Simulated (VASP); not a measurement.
CaF2 (lda):

```
Ca F
1.0
     0.00000    2.73160    2.73160
     2.73160    0.00000    2.73160
     2.73160    2.73160    0.00000
Ca F
1 2
Direct
  0.00000 0.00000 0.00000
  0.25000 0.25000 0.25000
  0.75000 0.75000 0.75000
```

```yaml
Program: VASP 6.6.1
Task: relaxation of cell and atoms
Functional: LDA
Potentials_or_basis: VASP PAW LDA potentials, release 64 (Ca_sv, F)
Cutoff: 600 eV
k_mesh: 8 × 8 × 8
Occupations: gaussian, width 0.02 eV
Spin: no spin polarisation
```

At the start: pressure -6.3 GPa; volume 13.59 Å³/atom.

Question: Where does the relaxation end?

Answer: Over 3 steps the energy falls by 19.9 meV/atom and the volume is 12.64 Å³/atom (-7.0 %); space group Fm-3m (No. 225, to 0.05 Å).

Step by step:
```csv
step,energy change (eV),largest force (eV/Å),pressure (GPa),volume (Å³)
1,0.0000,0.0000,-6.28,40.76
2,-0.0592,0.0000,0.60,37.70
3,-0.0596,0.0000,-0.01,37.92
```

Final structure:
```
Ca F
1.0
     0.00000    2.66645    2.66645
     2.66645    0.00000    2.66645
     2.66645    2.66645    0.00000
Ca F
1 2
Cartesian
  0.0000 0.0000 0.0000
  1.3332 1.3332 1.3332
  3.9997 3.9997 3.9997
```
